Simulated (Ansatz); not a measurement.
A 2-atom cell of InP started from a crystallographic database: a one-shot G0W0 calculation in Ansatz 0.2.0 (G0W0@PBE with 83 empty bands, a screening cutoff of 80 eV and a 4×4×4 mesh). Cell and atoms come from a relaxation with r2SCAN.

The input:
```yaml
crystal:
  lattice:
    - [0.0, 2.9538133482, 2.9538133482]
    - [2.9538133482, 0.0, 2.9538133482]
    - [2.9538133482, 2.9538133482, 0.0]
  atoms:
    - { symbol: In, position: [0.0, 0.0, 0.0] }
    - { symbol: P, position: [0.25, 0.25, 0.25] }
kpoints:
  mp_grid: { grid: [4, 4, 4] }
hamiltonian:
  xc: pbe
scf:
  occupations: { method: fixed }
gw:
  n_empty_bands: 83
  ecut_chi: 80
  qp_bands: [v2, c2]
  qp_kpoints: band_edges
  screening: { model: contour_deformation }
```

Command: `ansatz run input.yaml --threads 2 --pin off --max-ram 3686MiB --backend cpu --events-out ev --progress --plain --runs-dir out`. Wall time 6.6 s on 2 threads of Arm Neoverse V1, on a shared host, load about 0.6 per core; peak host memory 0.32 GiB.

Task: What will the output look like, and what does it show?

Result: The output, standing remarks left out:
```
Pseudopotential: In, paw, valence charge 13, recommended cutoff 420 eV (normal)
Pseudopotential: P, paw, valence charge 5, recommended cutoff 420 eV (normal)
Functional definition: PBE
Crystal: 2 atoms, lattice volume = 51.544 Å³
Basis set: ecut = 420 eV, 965 PW (Γ)
Bands: 13, of which v1, the nominal top of the filled ones, is band 9 counted from 1 (8 counted from 0)
Symmetry: 24 space group operations
Space group: F-43m (ITA 216)
k-points: 8 of 64 (time reversal used)
SCF converged after 7 iterations
Free energy (F): -6353.892567 eV
Fermi energy:    6.742189 eV
--- Band table (eV; the first three rows and the last of 8) ---
  k-point 0: bands = […, -7.3095, -7.3095, -4.6195, 6.7422, 6.7422, 6.7422, 7.3137, 10.8000, 10.8000, 10.8000]
  k-point 1: bands = […, -7.3070, -7.3070, -3.9683, 3.3343, 6.2021, 6.2021, 8.4526, 11.4869, 11.4869, 11.9863]
  k-point 2: bands = […, -7.2969, -7.2969, -2.9683, 1.1160, 5.7994, 5.7994, 8.1673, 11.5181, 11.5181, 13.7848]
  k-point 7: bands = […, -7.3278, -7.2956, -2.2655, 1.2147, 3.8770, 3.9220, 11.0132, 11.0158, 12.2241, 12.9331]
--- G₀W₀: contour deformation, 7 samples at zero and on the imaginary axis and 2 off it, 64 q-points, 83 empty bands' worth ---
    ik  band        ε_KS         Σx   Σc(E_QP)       V_xc       Z   E_QP_lin       E_QP  E_QP is
     0     8      6.7422   -16.7653     1.6006   -14.9428  0.7306     6.5180     6.5203  root
     0     9      6.7422   -16.7653     1.6006   -14.9428  0.7306     6.5180     6.5203  root
     0    10      7.3137   -10.0469    -3.7837   -14.0753  0.7511     7.5612     7.5584  root
     0    11     10.8000    -6.9710    -4.2951   -11.4745  0.7417    11.0106    11.0084  root
     1     8      6.2021   -16.3248     1.7406   -14.3215  0.7281     5.9360     5.9395  root
     1     9      6.2021   -16.3248     1.7406   -14.3215  0.7281     5.9360     5.9395  root
     1    10      8.4526    -8.8355    -3.9196   -12.9710  0.7495     8.6707     8.6685  root
     1    11     11.4869    -6.9946    -4.4945   -11.7087  0.7360    11.7092    11.7065  root
     2     8      5.7994   -16.1641     1.9069   -13.9639  0.7250     5.5016     5.5062  root
     2     9      5.7994   -16.1641     1.9069   -13.9639  0.7250     5.5016     5.5062  root
     2    10      8.1673    -8.7433    -3.8649   -12.8016  0.7531     8.3624     8.3607  root
     2    11     11.5181    -6.6070    -4.4706   -11.2454  0.7325    11.6874    11.6859  root
     3     8      5.3756   -15.7594     1.9853   -13.4517  0.7213     5.0472     5.0533  root
     3     9      5.3756   -15.7594     1.9853   -13.4517  0.7213     5.0472     5.0533  root
     3    10      9.2207    -6.9231    -3.9514   -10.9672  0.7548     9.3138     9.3134  root
     3    11      9.7966    -8.4465    -4.1365   -12.7793  0.7384     9.9949     9.9929  root
     6     8      4.4901   -15.4803     2.3667   -12.7411  0.7087     4.1086     4.1177  root
     6     9      4.4901   -15.4803     2.3667   -12.7411  0.7087     4.1086     4.1177  root
     6    10      8.5203    -6.3295    -3.7075    -9.9670  0.7623     8.4505     8.4502  root
     6    11      8.9925    -7.7254    -3.9380   -11.7899  0.7516     9.1196     9.1190  root
     7     8      3.8770   -15.1976     2.5217   -12.2714  0.6961     3.4624     3.4726  root
     7     9      3.9220   -14.5480     2.3833   -11.7707  0.6991     3.5170     3.5281  root
     7    10     11.0132    -9.0204    -4.7532   -14.1637  0.7130    11.4109    11.4033  root
     7    11     11.0158    -6.8589    -4.1924   -11.1030  0.7381    11.0676    11.0675  root
```
Iteration counts and the last digits belong to this one run.

The rows of the band table are 0: (0, 0, 0) = Γ, 1: (0, 0, 1/4), 2: (0, 0, -1/2), 7: (1/4, -1/2, -1/4).

The points are ik 0 = (0, 0, 0) (Γ), ik 1 = (0, 0, 1/4), ik 2 = (0, 0, -1/2), ik 3 = (0, 1/4, 1/4), ik 6 = (0, -1/2, -1/2), ik 7 = (1/4, -1/2, -1/4); band 9 is the last filled one.

G0W0 moves the gap on the mesh from 0.57 eV (PBE) to 1.04 eV (direct at Γ). Renormalisation factors Z lie between 0.70 and 0.76. G0W0 here is at a finite number of bands, screening cutoff and k mesh, not at the basis limit.

Calculated for a static, non-magnetic cell.

Spin-orbit coupling is left out, which matters wherever the heavy atoms make up the band edges.

For so narrow a gap this mesh doesn't settle the screening, and the bands and cutoff are finite.

With a shallow d shell on the cation, G0W0 converges slowly in bands and cutoff, so these values are in doubt.
